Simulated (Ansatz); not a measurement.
# BP (F-43m) in Ansatz: further runs

Runs on BP. Level: RPBE. Tasks: single point, equation of state.

All numbers are computed with Ansatz 0.2.0; they aren't measurements. Logs are shortened: lines on timing, memory, paths and dates and some standing lists are left out, and cuts for length are marked.

**What was measured.**

From “Equation of state of single-crystal cubic boron phosphide”, 2014, arxiv:1407.1677, for a bulk crystal of BP at 300 K: bulk modulus 179 ± 1 GPa.

The runs below are set against these values where they give the same quantity.

**1. Starting point**

Symmetry: F-43m, No. 216, cubic system. The conventional cell has a = 4.538 Å, b = 4.538 Å, c = 4.538 Å, α = 90.00°, β = 90.00°, γ = 90.00°. P (site symmetry -43m) has 4 B at 1.97 Å as nearest neighbours. Around B (site symmetry -43m) lie 4 P at 1.97 Å.

**2. Single point, RPBE, 10.98 Å³/atom (volume scaled by 0.94)**

The input, input.yaml:

```yaml
crystal:
  lattice:
    - [0.0, 2.2226808807, 2.2226808807]
    - [2.2226808807, 0.0, 2.2226808807]
    - [2.2226808807, 2.2226808807, 0.0]
  atoms:
    - { symbol: P, position: [0.75, 0.75, 0.75] }
    - { symbol: B, position: [0.0, 0.0, 0.0] }
hamiltonian:
  xc: rpbe
  pseudopotentials: { kind: paw }
kpoints:
  mp_grid: { grid: [10, 10, 10] }
scf:
  occupations: { method: fermi_dirac, width: 0.05 }
output:
  forces: true
  stress: true
  eigenvalues: true
```

Potentials or basis: Ansatz PAW.

The run is started by

```
$ ansatz run input.yaml --threads 2 --pin off --max-ram 5120MiB --backend cpu --events-out ev --progress --plain --runs-dir out
```

Output:

```text
Warning: RAYON_NUM_THREADS=2 ignored (pool sized by the plan → 2); use --threads N
Engine: ansatz 0.2.0, x86_64-unknown-linux-gnu
Pseudopotentials: kind: paw
Pseudopotential: P, paw, valence charge 5, recommended cutoff 420 eV (normal), P.paw.azcp
Pseudopotential: B, paw, valence charge 3, recommended cutoff 420 eV (normal), B.paw.azcp
Functional definition: RPBE
  parameter kappa = 0.804
  parameter beta = 0.06672455060314922
  exchange = rpbe_x(kappa = kappa, mu = beta*pi^2/3)
  correlation = pbe_c(beta = beta)
Crystal: 2 atoms, lattice volume = 21.961 Å³
Basis set: ecut = 420 eV, 411 PW (Γ), exchange–correlation on 48×48×48 points (8 copies of the dense FFT grid, shifted against one another)
Bands: 8, of which v1, the nominal top of the filled ones, is band 4 counted from 1 (3 counted from 0)
Symmetry: 24 space group operations
Space group: F-43m (ITA 216), of the structure as read, at distance tolerance 2.8e-5 Å
k-points: 47 of 1000 (time reversal used)
Non-local potential: P, projectors of the file, l = 0: 2, l = 1: 2, l = 2: 2
Non-local potential: B, projectors of the file, l = 0: 2, l = 1: 2, l = 2: 1
PAW form: soft (Blöchl's): semilocal exchange-correlation on the pseudo side does not see the compensation charge
PAW frozen core: P, regenerated for the run's functional, and the local potential with it (the file was generated under x = pbe(κ = 0.804, μ = 0.2195149727645171), c = pbe(β = 0.06672455060314922))
PAW frozen core: B, regenerated for the run's functional, and the local potential with it (the file was generated under x = pbe(κ = 0.804, μ = 0.2195149727645171), c = pbe(β = 0.06672455060314922))
PAW one-centre angular grid: P, 110 points (default); XC on 64 Gauss nodes
PAW one-centre angular grid: B, 110 points (default); XC on 64 Gauss nodes
Initial density: superposition of atomic densities (neutral atoms: chi_scale 0, normalization atom), corrected by the library's trained network
Initial wavefunctions: pseudopotential atomic-orbital guess
Functional: x = rpbe, c = pbe(β = 0.06672455060314922)
SCF iter   1: F=—  HF=-916.665498 eV  |F-HF|=—  |Δ(HF+E_count)|=         —  Δρ=2.92e-3  dr2=1.25e-3  ethr=1.77e-3  ⟨swp⟩=6.1  Hψ=3463  notcnv=0
preconditioner: auto → none  [insulator: Δε(μ)=1.154 eV  Ē_g=13.305 eV  σ=0.050 eV  W_gap=1.00  n_scr=0 (ndim 8)  ℏωp=22.4 eV  f_vac=0.000  D(μ)=0.00/eV (n_scr^D=0)  ε∞_Penn≈3.8]
SCF iter   2: F=—  HF=-916.665344 eV  |F-HF|=—  |Δ(HF+E_count)|=   1.54e-4  Δρ=1.29e-3  dr2=2.38e-4  ethr=1.56e-5  ⟨swp⟩=2.2  Hψ=918  notcnv=0
SCF iter   3: F=—  HF=-916.665330 eV  |F-HF|=—  |Δ(HF+E_count)|=   1.43e-5  Δρ=4.53e-4  dr2=2.18e-5  ethr=2.97e-6  ⟨swp⟩=2.5  Hψ=574  notcnv=0
SCF iter   4: F=—  HF=-916.665339 eV  |F-HF|=—  |Δ(HF+E_count)|=   9.25e-6  Δρ=1.17e-4  dr2=1.72e-6  ethr=2.73e-7  ⟨swp⟩=2.3  Hψ=571  notcnv=0
SCF iter   5: F=—  HF=-916.665341 eV  |F-HF|=—  |Δ(HF+E_count)|=   1.76e-6  Δρ=2.75e-5  dr2=2.11e-7  ethr=2.15e-8  ⟨swp⟩=2.0  Hψ=559  notcnv=0
SCF iter   6: F=-916.665341 eV  HF=-916.665341 eV  |F-HF|=3.01e-9  |Δ(HF+E_count)|=   5.07e-8  Δρ=4.21e-6  dr2=4.84e-9  ethr=1.25e-9  ⟨swp⟩=5.0  Hψ=1864  notcnv=0
SCF 1 converged in 6 iterations: F = -916.665341 eV  dr2 = 4.84e-9
SCF converged after 6 iterations
Free energy (F): -916.665341 eV
Harris-Foulkes:  -916.665341 eV  (|F-HF|=3.01e-9)
Internal energy: -916.665340 eV  (E = F + TS)
E sigma→0 (E₀):  -916.665341 eV
Entropy (-TS):   -0.000000 eV (-0.000 meV/atom)
Fermi energy:    10.789757 eV
--- Per-component energies (eV) ---
  E_band       = 27.791354
  E_kinetic    = 124.721541
  E_local      = -62.385055  (includes V_loc(G=0)·N_el)
  E_nonlocal   = 44.454760
  E_hartree    = 16.267085
  E_xc         = -96.006843
  E_vxc        = -101.883093  (∫ρ·V_xc dr)
  E_paw        = -652.234741  (= ΣΔE_a)
  E_vpaw       = -9.650824  (= ΣTr[D̂ρ^β])
  E_aug_tail   = 0.000001  (compensation charges beyond the density's cutoff)
  E_ewald      = -291.440962
  E_core_change = -0.041125  (= ΣΔE_core)
  E_smearing   = -0.000000  (= −TS)
  E_closure    = -0.000000  (closes the sum)
  Σ components = -916.665341   (vs F -916.665341, Δ=0.00e0)
--- Forces (eV/Å), atoms counted from 1 ---
  atom   1  P      0.00000000     0.00000000    -0.00000000
  atom   2  B     -0.00000000     0.00000000     0.00000000
  max |Σ_I F_I| component: 4.44e-16 eV/Å
--- Stress (GPa, compression-positive) ---
       15.787063       0.000000       0.000000
        0.000000      15.787063       0.000000
        0.000000       0.000000      15.787063
  P = ⅓ Tr σ = 15.7871 GPa (157.871 kbar)
--- Band table (eV; the first three rows and the last of 47) ---
  k-point 0: bands = ["-5.8201", "10.2254", "10.2254", "10.2254", "13.7280", "13.7280", "13.7280", "18.5943"]
  k-point 1: bands = ["-5.6306", "8.8740", "9.9138", "9.9138", "14.1591", "14.1591", "14.2309", "19.0510"]
  k-point 2: bands = ["-5.0684", "6.4349", "9.3273", "9.3273", "14.5397", "14.9011", "14.9011", "20.0458"]
  k-point 46: bands = ["-0.3249", "1.7803", "4.3464", "4.5144", "14.8494", "15.8210", "18.8143", "19.3164"]
```

Wall time 0.47 s (2 threads of INTEL XEON PLATINUM 8581C at 2.10GHz (Emerald Rapids), shared host); peak memory 0.34 GiB.

Results:

| Item | Value |
| --- | --- |
| Free energy | -916.6653 eV |
| Pressure | 15.8 GPa |
| Band gap on the k mesh | 1.17 eV, indirect (least direct gap 3.50 eV) |

Caveat: the PAW data sets come from PBE, with cores solved anew for the run's functional, which leaves a small shift of forces and pressure.

**3. Single point, RPBE, 11.21 Å³/atom (volume scaled by 0.96)**

input.yaml: that of step 2 with these lines changed.

```diff
@@ -2,5 +2,5 @@
   lattice:
-    - [0.0, 2.2226808807, 2.2226808807]
-    - [2.2226808807, 0.0, 2.2226808807]
-    - [2.2226808807, 2.2226808807, 0.0]
+    - [0.0, 2.2383340787, 2.2383340787]
+    - [2.2383340787, 0.0, 2.2383340787]
+    - [2.2383340787, 2.2383340787, 0.0]
   atoms:
```

Potentials or basis: Ansatz PAW.

The run is started by

```
$ ansatz run input.yaml --threads 2 --pin off --max-ram 5120MiB --backend cpu --events-out ev --progress --plain --runs-dir out
```

It took 0.44 s on 2 threads of INTEL XEON PLATINUM 8581C at 2.10GHz (Emerald Rapids), shared host; peak memory 0.34 GiB.

It converged, with:

```
Free energy            : -916.7050 eV
Pressure               : 11.5 GPa
Band gap on the k mesh : 1.20 eV, indirect (least direct gap 3.47 eV)
```

Caveat: the PAW data sets come from PBE, with cores solved anew for the run's functional, which leaves a small shift of forces and pressure.

**4. Single point, RPBE, 11.45 Å³/atom (volume scaled by 0.98)**

input.yaml: that of step 3 with these lines changed.

```diff
@@ -2,5 +2,5 @@
   lattice:
-    - [0.0, 2.2383340787, 2.2383340787]
-    - [2.2383340787, 0.0, 2.2383340787]
-    - [2.2383340787, 2.2383340787, 0.0]
+    - [0.0, 2.2537713532, 2.2537713532]
+    - [2.2537713532, 0.0, 2.2537713532]
+    - [2.2537713532, 2.2537713532, 0.0]
   atoms:
```

The run is started by

```
$ ansatz run input.yaml --threads 2 --pin off --max-ram 5120MiB --backend cpu --events-out ev --progress --plain --runs-dir out
```

Wall time 0.54 s (2 threads of INTEL XEON PLATINUM 8581C at 2.10GHz (Emerald Rapids), shared host); peak memory 0.33 GiB.

It converged, with:

```yaml
Free_energy: -916.7326 eV
Pressure: 7.5 GPa
Band_gap_on_the_k_mesh: 1.24 eV, indirect (least direct gap 3.43 eV)
```

Caveat: the PAW data sets come from PBE, with cores solved anew for the run's functional, which leaves a small shift of forces and pressure.

**5. Single point, RPBE, 11.68 Å³/atom**

input.yaml: that of step 4 with these lines changed.

```diff
@@ -2,5 +2,5 @@
   lattice:
-    - [0.0, 2.2537713532, 2.2537713532]
-    - [2.2537713532, 0.0, 2.2537713532]
-    - [2.2537713532, 2.2537713532, 0.0]
+    - [0.0, 2.269, 2.269]
+    - [2.269, 0.0, 2.269]
+    - [2.269, 2.269, 0.0]
   atoms:
```

The run is started by

```
$ ansatz run input.yaml --threads 2 --pin off --max-ram 5120MiB --backend cpu --events-out ev --progress --plain --runs-dir out
```

Wall time 0.47 s (2 threads of INTEL XEON PLATINUM 8581C at 2.10GHz (Emerald Rapids), shared host); peak memory 0.34 GiB.

It converged, with:

```
Free energy            : -916.7493 eV
Pressure               : 4.0 GPa
Band gap on the k mesh : 1.27 eV, indirect (least direct gap 3.40 eV)
```

Caveat: the PAW data sets come from PBE, with cores solved anew for the run's functional, which leaves a small shift of forces and pressure.

**6. Single point, RPBE, 11.92 Å³/atom (volume scaled by 1.02)**

input.yaml: that of step 5 with these lines changed.

```diff
@@ -2,5 +2,5 @@
   lattice:
-    - [0.0, 2.269, 2.269]
-    - [2.269, 0.0, 2.269]
-    - [2.269, 2.269, 0.0]
+    - [0.0, 2.284026928, 2.284026928]
+    - [2.284026928, 0.0, 2.284026928]
+    - [2.284026928, 2.284026928, 0.0]
   atoms:
```

Potentials or basis: Ansatz PAW.

The run is started by

```
$ ansatz run input.yaml --threads 2 --pin off --max-ram 5120MiB --backend cpu --events-out ev --progress --plain --runs-dir out
```

Run time: 0.48 s. Hardware: 2 threads of INTEL XEON PLATINUM 8581C at 2.10GHz (Emerald Rapids), shared host; peak memory 0.34 GiB.

The run converged. Its results:

```yaml
Free_energy: -916.7560 eV
Pressure: 0.7 GPa
Band_gap_on_the_k_mesh: 1.29 eV, indirect (least direct gap 3.38 eV)
```

Caveat: the PAW data sets come from PBE, with cores solved anew for the run's functional, which leaves a small shift of forces and pressure.

**7. Single point, RPBE, 12.15 Å³/atom (volume scaled by 1.04)**

input.yaml: that of step 6 with these lines changed.

```diff
@@ -2,5 +2,5 @@
   lattice:
-    - [0.0, 2.284026928, 2.284026928]
-    - [2.284026928, 0.0, 2.284026928]
-    - [2.284026928, 2.284026928, 0.0]
+    - [0.0, 2.2988586873, 2.2988586873]
+    - [2.2988586873, 0.0, 2.2988586873]
+    - [2.2988586873, 2.2988586873, 0.0]
   atoms:
```

The run is started by

```
$ ansatz run input.yaml --threads 2 --pin off --max-ram 5120MiB --backend cpu --events-out ev --progress --plain --runs-dir out
```

Wall time 0.52 s (2 threads of INTEL XEON PLATINUM 8581C at 2.10GHz (Emerald Rapids), shared host); peak memory 0.34 GiB.

It converged, with:

- Free energy: -916.7537 eV
- Pressure: -2.2 GPa
- Band gap on the k mesh: 1.32 eV, indirect (least direct gap 3.35 eV)

Caveat: the PAW data sets come from PBE, with cores solved anew for the run's functional, which leaves a small shift of forces and pressure.

**8. Single point, RPBE, 12.38 Å³/atom (volume scaled by 1.06)**

input.yaml: that of step 7 with these lines changed.

```diff
@@ -2,5 +2,5 @@
   lattice:
-    - [0.0, 2.2988586873, 2.2988586873]
-    - [2.2988586873, 0.0, 2.2988586873]
-    - [2.2988586873, 2.2988586873, 0.0]
+    - [0.0, 2.3135014941, 2.3135014941]
+    - [2.3135014941, 0.0, 2.3135014941]
+    - [2.3135014941, 2.3135014941, 0.0]
   atoms:
```

The run is started by

```
$ ansatz run input.yaml --threads 2 --pin off --max-ram 5120MiB --backend cpu --events-out ev --progress --plain --runs-dir out
```

Wall time 0.54 s (2 threads of INTEL XEON PLATINUM 8581C at 2.10GHz (Emerald Rapids), shared host); peak memory 0.34 GiB.

Results (log left out):

```yaml
Free_energy: -916.7432 eV
Pressure: -4.9 GPa
Band_gap_on_the_k_mesh: 1.35 eV, indirect (least direct gap 3.33 eV)
```

Caveat: the PAW data sets come from PBE, with cores solved anew for the run's functional, which leaves a small shift of forces and pressure.

**9. Equation of state, RPBE**

Potentials or basis: Ansatz PAW.

No new run: the results of the series are fitted here.

What came out:

* Equilibrium volume: 11.97 Å³/atom
* Bulk modulus: 155 GPa
* Pressure derivative of the bulk modulus: 3.8

Energy against volume, from the lowest point:
| volume (Å³/atom) | energy (meV/atom) |
| --- | --- |
| 10.981 | 45.35 |
| 11.214 | 25.53 |
| 11.448 | 11.72 |
| 11.682 | 3.36 |
| 11.915 | 0.00 |
| 12.149 | 1.15 |
| 12.383 | 6.41 |

Caveat: the potentials were made for another functional, which shifts forces and pressure.

**10. Comparison with measurements**

Step 9. Measured bulk modulus of BP: 179 GPa (300 K; “Equation of state of single-crystal cubic boron phosphide”, 2014, arxiv:1407.1677). This calculation gives 155 GPa (-13.2 %). 3 values of this kind are on record (173 to 179 GPa); this one was drawn at random among those near their median, those with a stated uncertainty first. The fit is for a static lattice scaled at fixed shape and fixed fractional positions.
